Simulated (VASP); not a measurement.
# P in VASP: relaxation of cell and atoms with LDA

Aim: the relaxation of cell and atoms of P with LDA.

Everything below comes from runs of VASP 6.6.1. Logs are shortened: lines on timing, memory, paths and dates and some standing lists are left out, and cuts for length are marked.

## Step 1: The sheet as given

The cell holds a sheet with vacuum, 4 atoms: a = 3.300 Å, b = 4.600 Å, c = 18.100 Å, α = 90.00°, β = 90.00°, γ = 90.00°.

The cell was built by a generator and needn't be a form met in nature.

## Step 2: Relaxation of cell and atoms, LDA

Contents of INCAR:

```
PREC = Accurate
ENCUT = 600
EDIFF = 1E-6
ISMEAR = 0
SIGMA = 0.03
LREAL = False
LASPH = True
NELM = 120
ALGO = Normal
ISIF = 3
LWAVE = False
LCHARG = False
IBRION = 2
NSW = 60
EDIFFG = -0.005
LATTICE_CONSTRAINTS = .TRUE. .TRUE. .FALSE.
KPAR = 2
```

Contents of KPOINTS:

```
regular mesh
0
Gamma
  10 8 1
```

Contents of POSCAR:

```
P
1.0
    3.3000000000      0.0000000000      0.0000000000
    0.0000000000      4.6000000000      0.0000000000
    0.0000000000      0.0000000000     18.1000000000
P
4
Direct
    0.0000000000      0.0900000000      0.4419889500
    0.5000000000      0.4100000000      0.4419889500
    0.5000000000      0.5900000000      0.5580110500
    0.0000000000      0.9100000000      0.5580110500
```

Potentials or basis: VASP PAW LDA potentials, release 64 (P).

Launch:

```bash
$ cat potpaw_LDA.64/P/POTCAR > POTCAR
$ mpirun -np 2 vasp_std > vasp.out
```

OUTCAR:

```text
PREC = Accurate
   ENCUT = 600
   EDIFF = 1E-6
   ISMEAR = 0
   LREAL = False
   LASPH = True
   NELM = 120
   ISIF = 3
   IBRION = 2
   NSW = 60
   EDIFFG = -0.005

 ion  position               nearest neighbor table
   1  0.000  0.090  0.442-   2 2.21   2 2.21   4 2.26
   2  0.500  0.410  0.442-   1 2.21   1 2.21   3 2.26
   3  0.500  0.590  0.558-   4 2.21   4 2.21   2 2.26
   4  0.000  0.910  0.558-   3 2.21   3 2.21   1 2.26

  LATTYP: Found a simple orthorhombic cell.
 ALAT       =     3.3000000000
 B/A-ratio  =     1.3939393939
 C/A-ratio  =     5.4848484848

  Lattice vectors:

 A1 = (   3.3000000000,   0.0000000000,   0.0000000000)
 A2 = (   0.0000000000,   4.6000000000,   0.0000000000)
 A3 = (   0.0000000000,   0.0000000000,  18.1000000000)

Analysis of symmetry for initial positions (statically):
=====================================================================
 Subroutine PRICEL returns:
 Original cell was already a primitive cell.

 Routine SETGRP: Setting up the symmetry group for a
 simple orthorhombic supercell.

 Subroutine GETGRP returns: Found  8 space group operations
 (whereof  4 operations were pure point group operations)
 out of a pool of  8 trial point group operations.

The static configuration has the point symmetry C_2h.
 The point group associated with its full space group is D_2h.

Analysis of symmetry for dynamics (positions and initial velocities):
=====================================================================
 Subroutine PRICEL returns:
 Original cell was already a primitive cell.

 Routine SETGRP: Setting up the symmetry group for a
 simple orthorhombic supercell.

 Subroutine GETGRP returns: Found  8 space group operations
 (whereof  4 operations were pure point group operations)
 out of a pool of  8 trial point group operations.

The dynamic configuration has the point symmetry C_2h.
 The point group associated with its full space group is D_2h.

 Subroutine INISYM returns: Found  8 space group operations
 (whereof  4 operations are pure point group operations),
 and found     1 'primitive' translations

----------------------------------------------------------------------------------------

                                     Primitive cell

  volume of cell :     274.7580

  direct lattice vectors                    reciprocal lattice vectors
     3.300000000  0.000000000  0.000000000     0.303030303  0.000000000  0.000000000
     0.000000000  4.600000000  0.000000000     0.000000000  0.217391304  0.000000000
     0.000000000  0.000000000 18.100000000     0.000000000  0.000000000  0.055248619

  length of vectors
     3.300000000  4.600000000 18.100000000     0.303030303  0.217391304  0.055248619

  position of ions in fractional coordinates (direct lattice)
     0.000000000  0.090000000  0.441988950
     0.500000000  0.410000000  0.441988950
     0.500000000  0.590000000  0.558011050
     0.000000000  0.910000000  0.558011050

  ion indices of the primitive-cell ions
   primitive index   ion index
                 1           1
                 2           2
                 3           3
                 4           4

----------------------------------------------------------------------------------------

 KPOINTS: regular mesh

Automatic generation of k-mesh.
 Grid dimensions read from file:
 generate k-points for:   10    8    1

 Generating k-lattice:

  Cartesian coordinates                     Fractional coordinates (reciprocal lattice)
     0.030303030  0.000000000  0.000000000     0.100000000  0.000000000  0.000000000
     0.000000000  0.027173913  0.000000000     0.000000000  0.125000000  0.000000000
     0.000000000  0.000000000  0.055248619     0.000000000  0.000000000  1.000000000

  Length of vectors
     0.030303030  0.027173913  0.055248619

  Shift w.r.t. Gamma in fractional coordinates (k-lattice)
     0.000000000  0.000000000  0.000000000

 Subroutine IBZKPT returns following result:
 ===========================================

 Found     30 irreducible k-points:

 Following reciprocal coordinates:
            Coordinates               Weight
  0.000000  0.000000  0.000000      1.000000
  0.100000  0.000000  0.000000      2.000000
  0.200000  0.000000  0.000000      2.000000
  0.300000  0.000000  0.000000      2.000000
  0.400000  0.000000  0.000000      2.000000
  0.500000  0.000000  0.000000      1.000000
[... 16 lines left out ...]
  0.400000  0.375000  0.000000      4.000000
  0.500000  0.375000  0.000000      2.000000
 [... further k-points ...]
   k-points           NKPTS =     30   k-points in BZ     NKDIM =     30   number of bands    NBANDS=     14
   number of dos      NEDOS =    301   number of ions     NIONS =      4
   total plane-waves  NPLWV = 168000
   dimension x,y,z NGX =    28 NGY =   40 NGZ =  150
   dimension x,y,z NGXF=    56 NGYF=   80 NGZF=  300
   ions per type =               4
   NGX,Y,Z   is equivalent  to a cutoff of  14.11, 14.46, 13.78 a.u.
   NGXF,Y,Z  is equivalent  to a cutoff of  28.21, 28.91, 27.55 a.u.
 SYSTEM =  unknown system
   PREC   = accura    normal or accurate (medium, high low for compatibility)
   ISTART =      0    job   : 0-new  1-cont  2-samecut
   ICHARG =      2    charge: 1-file 2-atom 10-const
   ISPIN  =      1    spin polarized calculation?
   LNONCOLLINEAR =      F non collinear calculations
   LSORBIT =      F    spin-orbit coupling
   LASPH  =      T    aspherical Exc in radial PAW
   ENCUT  =  600.0 eV  44.10 Ry    6.64 a.u.   6.59  9.19 36.15*2*pi/ulx,y,z
   NELM   =    120;   NELMIN=  2; NELMDL= -5     # of ELM steps
   EDIFF  = 0.1E-05   stopping-criterion for ELM
   LREAL  =      F    real-space projection
   EDIFFG = -.5E-02   stopping-criterion for IOM
   NSW    =     60    number of steps for IOM
   IBRION =      2    ionic relax: 0-MD 1-quasi-New 2-CG
   NFREE  =      1    steps in history (QN), initial steepest desc. (CG)
   ISIF   =      3    stress and relaxation
   ISYM   =      2    0-nonsym 1-usesym 2-fastsym
   POTIM  = 0.5000    time-step for ionic-motion
   TEBEG  =    0.0;   TEEND  =   0.0 temperature during run
   PSTRESS=    0.0 pullay stress
   NELECT =      20.0000    total number of electrons
   NUPDOWN=      -1.0000    fix difference up-down
   EMIN   =  10.00;   EMAX   =-10.00  energy-range for DOS
   EFERMI =   0.00;   METHOD = LEGACY
   ISMEAR =     0;   SIGMA  =   0.03  broadening in eV -4-tet -1-fermi 0-gaus
   EFERMI_NEDOS =   21; number of points for ismear=-14 and -15
   IALGO  =     38    algorithm
   IMIX   =      4    mixing-type and parameters
     AMIX     =   0.40;   BMIX     =  1.00
     AMIX_MAG =   1.60;   BMIX_MAG =  1.00
  volume/ion in A,a.u.               =      68.69       463.54
  Fermi-wavevector in a.u.,A,eV,Ry     =   0.683546  1.291716  6.357129  0.467236
  Thomas-Fermi vector in A             =   1.762942
   LORBIT       =      0    0 simple, 1 ext, 2 COOP (PROOUT), +10 PAW based schemes
   GGA     = CA    functional components
   LHFCALC =     F    Hartree Fock is set to
   AEXX    =    0.0000 exact exchange contribution
   IVDW    =     0    specifies the selected vdW correction
   LEPSILON=     F    determine dielectric tensor
   LRPA    =     F    only Hartree local field effects (RPA)
 conjugate gradient relaxation of ions
 non-spin polarized calculation
 Gauss-broadening in eV      SIGMA  =   0.03
  energy-cutoff  :      600.00
  volume of cell :      274.76
 maximum number of plane-waves:      9213
 NGX is ok and might be reduce to    28
   NGX = 13   NGY = 19   NGZ = 73

--------------------------------------- Ionic step        1  -------------------------------------------

 number of electron      19.9999997 magnetization

 Free energy of the ion-electron system (eV)
  ---------------------------------------------------
  ext. energy  EPLUGINS =         0.00000000
  ---------------------------------------------------
  free energy    TOTEN  =       -23.71185361 eV

  energy without entropy =      -23.71185361  energy(sigma->0) =      -23.71185361

------------------------ aborting loop because EDIFF is reached ----------------------------------------

  FORCE on cell =-STRESS in cart. coord.  units (eV):
  Direction    XX          YY          ZZ          XY          YZ          ZX
  --------------------------------------------------------------------------------------
  -------------------------------------------------------------------------------------
  Total       -2.0654547     -1.4717302     -0.8673112      0.0000000      0.0000000      0.0000000
  in kB      -12.0441433     -8.5819985     -5.0574919      0.0000000      0.0000000      0.0000000
  external PRESSURE =      -8.5612112 kB  Pullay stress =       0.0000000 kB
[... 95 lines left out ...]
  FREE ENERGIE OF THE ION-ELECTRON SYSTEM (eV)
  ---------------------------------------------------
  free  energy   TOTEN  =       -23.7420880000 eV

  energy  without entropy=      -23.7420880000  energy(sigma->0) =      -23.74208800

[... ionic steps 4 to 9 ...]

--------------------------------------- Ionic step       10  -------------------------------------------

 number of electron      19.9999998 magnetization

------------------------ aborting loop because EDIFF is reached ----------------------------------------

  FORCE on cell =-STRESS in cart. coord.  units (eV):
  Direction    XX          YY          ZZ          XY          YZ          ZX
  --------------------------------------------------------------------------------------
  -------------------------------------------------------------------------------------
  Total       -0.1069687     -0.0465588      0.0325468      0.0000000     -0.0000000      0.0000000
  in kB       -0.6628163     -0.2884951      0.2016714      0.0000000     -0.0000000      0.0000000
  external PRESSURE =      -0.2498800 kB  Pullay stress =       0.0000000 kB
[... 61 lines left out ...]
  energy  without entropy=      -23.7619995218  energy(sigma->0) =      -23.76199952

--------------------------------------- Ionic step       12  -------------------------------------------

 number of electron      19.9999998 magnetization

 Free energy of the ion-electron system (eV)
  ---------------------------------------------------
  ext. energy  EPLUGINS =         0.00000000
  ---------------------------------------------------
  free energy    TOTEN  =       -23.76212955 eV

  energy without entropy =      -23.76212955  energy(sigma->0) =      -23.76212955

 E-fermi :  -1.5960     XC(G=0):  -3.5476

 val. band max:       -1.7767476202   @ k =   0.0000   0.0000   0.0000
 cond. band min:      -1.1837297673   @ k =   0.0000   0.0000   0.0000
 fundamental gap:      0.5930178529
 Fermi energy:        -1.5960198436

 k-point     1 :       0.0000    0.0000    0.0000
  band No.  band energies     occupation
      1     -17.1845      2.00000
      2     -14.4604      2.00000
      3     -10.8133      2.00000
      4      -7.7527      2.00000
      5      -6.7116      2.00000
      6      -6.1964      2.00000
      7      -5.3724      2.00000
      8      -3.8130      2.00000
      9      -3.6031      2.00000
     10      -1.7767      2.00000
     11      -1.1837      0.00000
     12      -0.3383      0.00000
     13       0.9308      0.00000
     14       1.7376      0.00000
[... 375 lines left out ...]
 k-point    24 :       0.5000    0.3750    0.0000
  band No.  band energies     occupation
      1     -13.8749      2.00000
      2     -13.8749      2.00000
      3     -11.6504      2.00000
      4     -11.6504      2.00000
      5      -7.1831      2.00000
      6      -7.1831      2.00000
      7      -6.3415      2.00000
      8      -6.3415      2.00000
      9      -3.1901      2.00000
     10      -3.1901      2.00000
     11       0.5969      0.00000
     12       0.5969      0.00000
     13       1.6533      0.00000
     14       1.6533      0.00000

 [... further k-points ...]

------------------------ aborting loop because EDIFF is reached ----------------------------------------

  FORCE on cell =-STRESS in cart. coord.  units (eV):
  Direction    XX          YY          ZZ          XY          YZ          ZX
  --------------------------------------------------------------------------------------
  -------------------------------------------------------------------------------------
  Total       -0.0008926      0.0115147     -0.0037960      0.0000000      0.0000000      0.0000000
  in kB       -0.0055382      0.0714395     -0.0235514      0.0000000      0.0000000      0.0000000
  external PRESSURE =       0.0141166 kB  Pullay stress =       0.0000000 kB
[... 19 lines left out ...]
  FREE ENERGIE OF THE ION-ELECTRON SYSTEM (eV)
  ---------------------------------------------------
  free  energy   TOTEN  =       -23.7621295538 eV

  energy  without entropy=      -23.7621295538  energy(sigma->0) =      -23.76212955

 reached required accuracy - stopping structural energy minimisation
```

Wall time 9.5 min (2 MPI ranks of AMD EPYC 7R13 (Zen 3), shared host); peak memory 0.35 GiB.

Results:

```yaml
Free_energy: -23.7621 eV
Relaxed_volume: 64.56 Å³/atom
Relaxed_cell: a = 3.269 Å, b = 4.365 Å, c = 18.100 Å, α = 90.00°, β = 90.00°, γ = 90.00°
Space_group_after_relaxing_to_0.05_Å: Pmna (No. 53)
Energy_gained_by_relaxing: 12.6 meV/atom
Ionic_steps: 12
Band_gap_on_the_k_mesh: 0.59 eV, direct
```

Step by step:
| step | energy change (eV) | largest force (eV/Å) | pressure (GPa) | volume (Å³) |
| --- | --- | --- | --- | --- |
| 1 | 0.0000 | 0.2078 | -0.86 | 274.76 |
| 2 | -0.0235 | 0.3802 | 0.42 | 263.16 |
| 3 | -0.0302 | 0.2648 | -0.02 | 266.77 |
| 4 | -0.0377 | 0.0706 | 0.01 | 265.40 |
| 5 | -0.0378 | 0.0822 | 0.01 | 265.20 |
| 6 | -0.0424 | 0.0765 | 0.02 | 263.83 |
| 7 | -0.0494 | 0.0641 | 0.04 | 259.69 |
| 8 | -0.0497 | 0.0635 | 0.05 | 258.76 |
| 9 | -0.0500 | 0.0506 | -0.07 | 258.44 |
| 10 | -0.0502 | 0.0159 | -0.02 | 258.57 |
| 11 | -0.0501 | 0.0201 | 0.03 | 257.77 |
| 12 | -0.0503 | 0.0008 | 0.00 | 258.24 |

Final structure:
```
P
1.0
     3.26872    0.00000    0.00000
     0.00000    4.36483    0.00000
     0.00000    0.00000   18.10000
P
4
Direct
  0.00000 0.08140 0.44179
  0.50000 0.41860 0.44179
  0.50000 0.58140 0.55821
  0.00000 0.91860 0.55821
```
